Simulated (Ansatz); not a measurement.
**MgI₂ and its competing phases**

Level of theory: DFT PBE, scalar-relativistic, plane waves, PAW (Ansatz). Settings: cutoff 420 eV, Γ-centred meshes spaced at most about 0.3 Å⁻¹ (2π included), Gaussian smearing. No spin polarisation.

Energies over the elements count from the elements' standard structures at the same level, with no fitted energy shifts.

All energies are static (0 K, no zero-point motion). Weakly bound directions are ill-defined at this level, which has no dispersion term (P-4m2, P-3m1), and this can change margins and order among such cells. These runs have no spin–orbit coupling, which can matter for I. The reference form of I is held partly by dispersion forces, which this level lacks.

The competitors are the elements and 1 reference phase of this chemical system (from databases or known types: MgI2), relaxed at the same level; other known phases may be missing.

The candidate was reached from: ordered vacancies on the cation sites of zinc blende.

```yaml
crystal:
  lattice:
    - [4.40130, 0.00000, 0.00000]
    - [0.00000, 4.40130, 0.00000]
    - [0.00000, 0.00000, 7.28874]
  atoms:
    - { symbol: Mg, position: [0.00000, 0.00000, 0.00000] }
    - { symbol: I, position: [0.50000, 0.00000, 0.23067] }
    - { symbol: I, position: [0.00000, 0.50000, 0.76933] }
```

Task: Where does it stand against these competitors?

Result: Not the lowest form: another structure of the same formula lies lower. Its formation energy is -1.028 eV/atom. The lowest competing phase at this composition is this:

```tsv
phase	space group	source	share of atoms	ΔE_f (eV/atom)
MgI2	P-3m1 (No. 164)	Materials Project	1.0000	-1.068
```

The candidate lies 40 meV/atom above this phase. The candidate matches no cell in the subsets of the Crystallography Open Database and the Materials Project at hand. That margin is within the range where metastable phases are often made. Checks: phonons real on a 2×2×1 q mesh, imaginary between its points (to 15i cm⁻¹, which can come from the interpolation).
